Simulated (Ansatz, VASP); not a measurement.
**Two plane-wave programs on C**

Contents of INCAR:

```
PREC = Accurate
ENCUT = 520
EDIFF = 1E-6
ISMEAR = 0
SIGMA = 0.1
LREAL = F
LASPH = T
NELM = 80
ALGO = Normal
ISIF = 2
LWAVE = F
LCHARG = F
GGA = PE
NBANDS = 36
```

KPOINTS

```
regular mesh
0
Gamma
  6 6 6
```

The input POSCAR:

```
C
1.0
   -1.8375021600      2.5955496900      3.1608819600
    1.8375021600     -2.5955496900      3.1608819600
    1.8375021600      2.5955496900     -3.1608819600
C
12
Direct
    0.8349697300      0.1293200000      0.2943502800
    0.1650302700      0.4593805500      0.2943502800
    0.8349697300      0.5406194500      0.7056497200
    0.1650302700      0.8706800000      0.7056497200
    0.2270504600      0.7149997000      0.9420501600
    0.7729495400      0.7149997000      0.4879492500
    0.7729495400      0.2850003000      0.0579498400
    0.2270504600      0.2850003000      0.5120507500
    0.5124953000      0.1610459200      0.3514493800
    0.4875047000      0.8389540800      0.6485506200
    0.8095965400      0.1610459200      0.6485506200
    0.1904034600      0.8389540800      0.3514493800
```

Input for Ansatz:

```yaml
crystal:
  lattice:
    - [-1.83750216, 2.59554969, 3.16088196]
    - [1.83750216, -2.59554969, 3.16088196]
    - [1.83750216, 2.59554969, -3.16088196]
  atoms:
    - { symbol: C, position: [0.83496973, 0.12932, 0.29435028] }
    - { symbol: C, position: [0.16503027, 0.45938055, 0.29435028] }
    - { symbol: C, position: [0.83496973, 0.54061945, 0.70564972] }
    - { symbol: C, position: [0.16503027, 0.87068, 0.70564972] }
    - { symbol: C, position: [0.22705046, 0.7149997, 0.94205016] }
    - { symbol: C, position: [0.77294954, 0.7149997, 0.48794925] }
    - { symbol: C, position: [0.77294954, 0.2850003, 0.05794984] }
    - { symbol: C, position: [0.22705046, 0.2850003, 0.51205075] }
    - { symbol: C, position: [0.5124953, 0.16104592, 0.35144938] }
    - { symbol: C, position: [0.4875047, 0.83895408, 0.64855062] }
    - { symbol: C, position: [0.80959654, 0.16104592, 0.64855062] }
    - { symbol: C, position: [0.19040346, 0.83895408, 0.35144938] }
basis:
  ecutwfc: 420
kpoints:
  mp_grid: { grid: [6, 6, 6] }
hamiltonian:
  xc: pbe
scf:
  occupations: { method: gaussian, width: 0.1 }
  lower_state_search: "off"
output:
  forces: true
  stress: true
  eigenvalues: true
```

Alike in both runs: task single point; functional PBE; k mesh 6 × 6 × 6; occupations gaussian, width 0.1 eV; no spin polarisation.

|  | VASP | Ansatz |
| --- | --- | --- |
| version | VASP 6.6.1 | Ansatz 0.2.0 |
| potentials or method | VASP PAW PBE potentials, release 64 (C) | scalar-relativistic, plane waves, PAW |
| plane-wave cutoff (eV) | 520 | 420 |
| valence electrons in the cell | 48 | 48 |

```tsv
	VASP	Ansatz	Ansatz less VASP
gap on the k mesh at the Fermi level (eV)	none	none	-
rms of the force components (eV/Å)	2.457	2.445	-0.0128
```

Atom by atom the forces differ by 0.048 eV/Å (rms over components). A gap of «none» marks a metal or a gap that the smearing closes. With one functional, cell and mesh, what is left measures potentials, basis and numerics.

Caveats: forces of over 1 eV/Å show positions far from the minimum, so gaps and moduli don't describe the material at rest.
